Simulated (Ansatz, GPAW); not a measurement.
# 1T-NiTe2 under honeycomb AsSb, AC: simulated STM images, part 2 of 4

What would a tunnelling microscope show on 1T-NiTe2 under honeycomb AsSb, AC?

GPAW 26.7.0 and Ansatz 0.2.0; Ansatz plane waves; layer without images along its normal, relaxation of atoms and in-plane cell, with D3(BJ) dispersion (the session's first sound run).

So far. Step 2 (Relaxation): The relaxation lowered the energy of the cell by 0.116 eV.

## 3. The slab's potential

With the geometry fixed, the planar mean of the potential gives the vacuum level on each side.

This step: GPAW, PAW setups; slab in vacuum (GPAW 26.7.0).

The cell differs from the one that the last finished run ended in (c 38.148 → 26.168 Å).

run.py

```python
import json
import numpy as np
from ase import Atoms
from ase.dft.stm import STM
from gpaw import GPAW, PW

slab = Atoms(
    ['Te', 'Ni', 'Te', 'Sb', 'As'],
    positions=[
        [1.87943, 1.08509, 9.00000],
        [0.00000, -0.00000, 10.37757],
        [-0.00000, 2.17018, 11.74736],
        [-0.00000, 2.17018, 15.62483],
        [0.00000, -0.00000, 17.16768]],
    cell=[[3.75886, -0.0, -0.0], [-1.87943, 3.25527, 0.0], [-0.0, 0.0, 26.1677]],
    pbc=[True, True, False])

slab.calc = GPAW(mode=PW(400), xc='PBE', kpts={'size': (9, 9, 1), 'gamma': True},
                 occupations={'name': 'fermi-dirac', 'width': 0.05}, nbands='160%',
                 convergence={'density': 1e-05}, maxiter=200,
                 poissonsolver={'dipolelayer': 'xy'},
                 symmetry={'tolerance': 1e-3}, txt='slab.txt')
result = {}
energy = slab.get_potential_energy()
fermi = slab.calc.get_fermi_level()
v = slab.calc.get_electrostatic_potential().mean((0, 1)) - fermi
n = slab.calc.get_pseudo_density().mean((0, 1))
L = slab.cell[2, 2]
z = np.arange(len(v)) * L / len(v)
low, high = slab.positions[:, 2].min(), slab.positions[:, 2].max()
below, above = np.interp([low - 6.8, high + 6.8], z, v)
slopes = [np.interp(x, z, np.gradient(v, z)) for x in (low - 6.8, high + 6.8)]
eps = np.array([[slab.calc.get_eigenvalues(k, s) for k in range(len(slab.calc.get_ibz_k_points()))]
                for s in range(slab.calc.get_number_of_spins())]) - fermi
top, bottom = eps[eps < 0].max(), eps[eps > 0].min()
dipole = slab.get_dipole_moment()[2]
print(f'energy {energy:.4f} eV, Fermi level {fermi:.4f} eV, dipole {dipole:.5f} e A')
print(f'potential 6.8 A off the faces, from the Fermi level: lower {below:.4f} eV, upper {above:.4f} eV')
print(f'slope of the potential there: lower {slopes[0]:.5f}, upper {slopes[1]:.5f} eV/A')
print(f'nearest levels on the mesh: {top:.4f} and {bottom:.4f} eV')
print('magnetic moment', round(slab.get_magnetic_moment(), 3))
result.update(energy=energy, fermi=fermi, dipole=dipole, below=below, above=above, slopes=slopes, edges=[top, bottom],
              z=z.tolist(), v=v.tolist(), n=n.tolist(), positions=slab.positions.tolist(),
              forces=slab.get_forces(apply_constraint=False).tolist(), moments=slab.get_magnetic_moments().tolist())

# Images need the states of the whole zone, up to time reversal
slab.calc = slab.calc.fixed_density(symmetry={'point_group': False}, txt='states.txt',
                                    convergence={'bands': 'CBM+0.8'})
stm = STM(slab)
result['stm'] = []
for bias in [-0.5, 0.5]:
    height = high + 4.0
    current = stm.get_averaged_current(bias, height)
    x, y, h = stm.scan(bias, current)
    i, f = divmod(height / L * stm.ldos.shape[2], 1)
    I = abs((1 - f) * stm.ldos[:, :, int(i)] + f * stm.ldos[:, :, int(i) + 1])
    print(f'bias {bias} V: mean current at 4.0 A {current:.4e}, corrugation {np.ptp(h):.4f} A')
    result['stm'].append(dict(bias=bias, current=current, h=(h - high).tolist(), I=I.tolist()))
json.dump(result, open('result.json', 'w'))
```

On the command line:

```console
OMP_NUM_THREADS=1 OPENBLAS_NUM_THREADS=1 python run.py
```

What it wrote:

```text
energy -22.9276 eV, Fermi level -0.0261 eV, dipole -0.00213 e A
potential 6.8 A off the faces, from the Fermi level: lower 4.4877 eV, upper 4.5065 eV
slope of the potential there: lower 0.00006, upper -0.00006 eV/A
nearest levels on the mesh: -0.0540 and 0.0564 eV
magnetic moment 0.0
bias -0.5 V: mean current at 4.0 A 3.8551e-06, corrugation 0.1537 A
bias 0.5 V: mean current at 4.0 A 1.2821e-06, corrugation 0.0282 A
```

Wall time 6.6 min (1 thread of Intel Xeon Platinum 8488C (Sapphire Rapids), shared host); peak memory 0.53 GiB.

Numbers from this step:

| Property | Result |
| --- | --- |
| dipole along the normal | -0.002131 e·Å |
| levels nearest the Fermi level on the mesh | -0.05399, 0.05642 eV from the Fermi level |
| upper work function | 4.506 eV |
| lower work function | 4.488 eV |
| corrugation -0.5 | 0.1537 Å |
| corrugation 0.5 | 0.02823 Å |

Electrostatic potential energy of an electron (without an applied field's), less the Fermi level, planar mean against z:

```tsv
z (Å)	electrostatic potential energy of an electron (without an applied field's), less the Fermi level, planar mean (eV)
0.0	4.50
0.5	4.49
1.0	4.49
1.5	4.49
2.0	4.49
2.5	4.49
3.0	4.49
3.5	4.49
4.0	4.49
4.5	4.49
5.0	4.49
5.5	4.48
6.0	4.47
6.5	4.42
7.0	4.23
7.5	3.50
8.0	0.784
8.5	-8.00
9.0	-18.4
9.5	-9.68
10.0	-6.34
10.5	-7.92
11.0	-6.38
11.5	-15.5
12.0	-14.7
12.5	-2.56
13.0	2.40
13.5	3.58
14.0	3.30
14.5	1.34
15.0	-5.17
15.5	-16.5
16.0	-12.1
16.5	-6.10
17.0	-11.9
17.5	-7.87
18.0	0.735
18.5	3.53
19.0	4.25
19.5	4.44
20.0	4.49
20.5	4.50
21.0	4.51
21.5	4.51
22.0	4.51
22.5	4.51
23.0	4.51
23.5	4.51
24.0	4.51
24.5	4.51
25.0	4.51
25.5	4.51
26.0	4.50
```

Pseudo valence density, planar mean against z:

```tsv
z (Å)	pseudo valence density, planar mean (e/Å³)
5.0	5.8e-5
5.5	2.1e-4
6.0	7.4e-4
6.5	0.00265
7.0	0.0104
7.5	0.0392
8.0	0.134
8.5	0.254
9.0	0.105
9.5	0.357
10.0	0.877
10.5	1.61
11.0	0.479
11.5	0.228
12.0	0.185
12.5	0.213
13.0	0.0755
13.5	0.0288
14.0	0.0332
14.5	0.0955
15.0	0.306
15.5	1.17
16.0	0.718
16.5	0.354
17.0	0.213
17.5	0.216
18.0	0.139
18.5	0.0415
19.0	0.0105
19.5	0.00262
20.0	7.0e-4
20.5	1.9e-4
21.0	5.2e-5
```

Tip height over the top atom over a1 and a2. Sample bias -0.5 V, constant current at the mean current 4.0 Å over the top atom.

Values in Å, 12 rows by 16 columns, each cell a mean:
```
4.08 4.07 4.06 4.04 4.01 3.99 3.97 3.96 3.97 3.98 4.00 4.02 4.04 4.06 4.08 4.08
4.07 4.05 4.03 4.01 3.99 3.97 3.96 3.96 3.97 3.98 4.00 4.02 4.05 4.06 4.07 4.07
4.04 4.02 4.00 3.98 3.97 3.95 3.95 3.95 3.97 3.98 4.00 4.02 4.04 4.05 4.05 4.05
4.01 3.99 3.98 3.96 3.95 3.94 3.94 3.95 3.97 3.98 3.99 4.01 4.02 4.03 4.03 4.02
3.98 3.97 3.96 3.96 3.95 3.95 3.95 3.96 3.97 3.97 3.98 3.99 3.99 3.99 3.99 3.98
3.97 3.96 3.96 3.96 3.96 3.96 3.96 3.96 3.96 3.97 3.97 3.97 3.97 3.97 3.97 3.97
3.97 3.98 3.98 3.98 3.98 3.98 3.98 3.97 3.97 3.96 3.96 3.95 3.95 3.96 3.96 3.97
4.00 4.00 4.01 4.01 4.01 4.00 3.99 3.98 3.97 3.96 3.95 3.95 3.95 3.96 3.97 3.98
4.03 4.04 4.04 4.04 4.03 4.02 4.00 3.98 3.96 3.95 3.95 3.96 3.96 3.98 4.00 4.02
4.06 4.06 4.06 4.06 4.04 4.03 4.01 3.98 3.96 3.96 3.96 3.97 3.99 4.01 4.03 4.04
4.08 4.08 4.07 4.06 4.04 4.02 4.00 3.98 3.97 3.97 3.97 3.99 4.01 4.04 4.05 4.07
4.09 4.08 4.07 4.06 4.04 4.01 3.99 3.97 3.97 3.97 3.98 4.01 4.03 4.05 4.07 4.08
```
Columns: a1 from 0 to 0.944; rows upwards: a2 from 0 to 0.944.

Local density of states summed over the bias window over a1 and a2. Sample bias -0.5 V, constant height 4.0 Å over the top atom.

Ten even steps from '0' (3.33 × 1e-6 arbitrary) to '9' (4.64 × 1e-6 arbitrary):
```
998754321123457899
987643211123467899
876432111123467888
654321101123456777
543211001123456666
432110001123445554
221100001122334433
211111111122222222
111111111122111122
222222222211111112
233333322211001122
444444432110001123
556655432110011234
677766542111112456
888876542111124567
999876532212235678
999876432222346789
999865422122456899
```
Columns: a1 from 0 to 0.944; rows upwards: a2 from 0 to 0.944.

Tip height over the top atom over a1 and a2. Sample bias 0.5 V, constant current at the mean current 4.0 Å over the top atom.

Ten even steps from '0' (3.979 Å) to '9' (4.008 Å):
```
567876665566678765
777666654566667777
886656533565668888
976566424665679888
866664114666688778
766541014566788788
765321123567888888
754344434577778777
755566555798788789
766666667999888999
766556677898668987
766666787786568778
876678887886688788
987898888888888888
877887787799778778
767887887898788788
557888887997888887
557898777777789875
```
Columns: a1 from 0 to 0.944; rows upwards: a2 from 0 to 0.944.

Local density of states summed over the bias window over a1 and a2. Sample bias 0.5 V, constant height 4.0 Å over the top atom.

Ten even steps from '0' (1.24 × 1e-6 arbitrary) to '9' (1.30 × 1e-6 arbitrary):
```
567876665566678765
777655643465567777
886555533555568888
975555323555579888
865554114555688778
766531013566798789
764321123467888888
753334333577778777
754555545798788789
766555667999888999
765555677898668987
765556787786568778
876678987886688789
987898888888888888
877887787799778778
767887887898788788
557888987997898887
557898777777789875
```
Columns: a1 from 0 to 0.944; rows upwards: a2 from 0 to 0.944.

Force by atom:

```tsv
atom	x (eV/Å)	y (eV/Å)	z (eV/Å)	size
Te1	0.0000	0.0000	-0.0403	0.0403
Ni2	0.0000	0.0000	-0.0342	0.0342
Te3	0.0000	0.0000	-0.0754	0.0754
Sb4	0.0000	0.0000	0.0824	0.0824
As5	0.0000	0.0000	0.0694	0.0694
```

The potential is flat to 5.8e-5 eV/Å where it is read, so the vacuum is wide enough. The geometry is the other program's minimum (found with a dispersion term); here the largest force on a free atom is 0.082 eV/Å.

(Part 2 of 4 ends here.)

[Logs are printed without paths, hosts, clocks, repeated set-up lines and the standing remarks that a program may print on its own settings, such as how far it seeks lower states.]

[Hosts, paths, dates, database ids (printed as entryN), source tags and the programs' standing remarks are cut or masked in the printed files.]
